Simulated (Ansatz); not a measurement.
## ZrS2 (CdI2 type): G0W0 against its settings

ZrS2 (CdI2 type), relaxed with r2SCAN+rVV10; one-shot G0W0 in Ansatz without spin-orbit coupling. (Simulation; spin polarisation is off.)

```yaml
crystal:
  lattice:
    - [3.67440, 0.00000, 0.00000]
    - [-1.83720, 3.18212, 0.00000]
    - [0.00000, 0.00000, 5.85686]
  atoms:
    - { symbol: Zr, position: [0.00000, 0.00000, 0.00000] }
    - { symbol: S, position: [0.33333, 0.66667, 0.24623] }
    - { symbol: S, position: [0.66667, 0.33333, 0.75377] }
```

Gaps are read over the mesh points alone. G0W0 values are finite-basis, finite-mesh values.
```csv
start,potentials,frequency model,mesh,empty bands,screening cutoff (eV),Kohn-Sham gap (eV),G0W0 gap (eV),rough cost
PBE,PAW,contour deformation,6×6×2,111,80,0.88,1.67,50 core-seconds
PBE,PAW,contour deformation,6×6×2,257,140,0.88,1.75,3 core-minutes
PBE,PAW,contour deformation,6×6×2,473,210,0.88,1.79,16 core-minutes
PBE,PAW,contour deformation,6×6×4,111,80,0.88,1.67,2.5 core-minutes
PBE,PAW,Godby-Needs pole,6×6×2,257,140,0.88,1.73,5 core-minutes
PBE,norm-conserving,contour deformation,6×6×2,257,140,0.88,1.74,5 core-minutes
LDA,PAW,contour deformation,6×6×2,257,140,0.76,1.72,3 core-minutes
r2SCAN,PAW,contour deformation,6×6×2,257,140,1.19,1.88,4 core-minutes
```

The quasiparticle gap on this mesh is 1.79 eV (Γ to L), against 0.88 eV from PBE: +0.91 eV. Renormalisation factors Z lie between 0.69 and 0.74.

Raising bands and cutoff together moves the gap by +0.08 eV (80 to 140 eV), then +0.04 eV (140 to 210 eV); the last step is still large, so the basis limit isn't reached. A 6×6×4 mesh in place of 6×6×2 changes the opening over PBE by 0.00 eV (the gap on the mesh by 0.00 eV). The Godby-Needs plasmon pole differs from contour deformation by -0.02 eV. Norm-conserving potentials (wave cutoff 898 eV against 420 eV) shift the quasiparticle gap by -0.01 eV and the PBE gap by 0.00 eV. Starting from LDA (0.76 eV against PBE's 0.88 eV) gives 1.72 eV, -0.03 eV from G0W0@PBE at the same screening cutoff. Starting from r2SCAN (1.19 eV against PBE's 0.88 eV) gives 1.88 eV, +0.13 eV from G0W0@PBE at the same screening cutoff. r2SCAN runs take a wave cutoff of 500 eV.
